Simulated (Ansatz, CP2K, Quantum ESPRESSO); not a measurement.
# Be: programs and potentials compared

```
CELL_PARAMETERS angstrom
2.28530 0.00000 0.00000
-1.14265 1.97913 0.00000
0.00000 0.00000 3.58420
ATOMIC_POSITIONS crystal
Be 0.66667 0.33333 0.75000
Be 0.33333 0.66667 0.25000
```

Alike in all runs: task band structure; functional PBEsol; k mesh 13 × 13 × 8; occupations fermi-dirac, width 0.05 eV; no spin polarisation; no spin-orbit coupling. Pressure is positive in compression and, in plane waves, holds the error of the finite cutoff, which Ansatz's Pulay term estimates and takes out.

```csv
program and potentials,plane-wave cutoff (eV),notes,pressure (GPa)
"Quantum ESPRESSO, PseudoDojo 0.4 SR PBEsol stringent",1442,4 valence electrons an atom on average,-3.58
"Quantum ESPRESSO, GBRV 1.5 PBEsol",612,4 valence electrons an atom on average,-3.47
"Ansatz, all-electron LAPW, scalar-relativistic",-,-,-3.93
"Quantum ESPRESSO, PseudoDojo 0.4.1 SR PBEsol standard",1197,4 valence electrons an atom on average,-3.29
"Ansatz, PAW datasets made for the crystal",220,2 valence electrons an atom on average,?
"CP2K, POTENTIAL_UZH Be GTH-PBE-q4; TZVP-MOLOPT-PBE-GTH basis",-,atomic basis; potentials made for PBE; 4 valence electrons an atom on average,-3.54
```

Question: Estimate from the other rows what the run with Ansatz, PAW datasets made for the crystal gave.

Answer: Pressure -3.94 GPa. The other rows, which needn't bracket it: pressure -3.93 to -3.29.
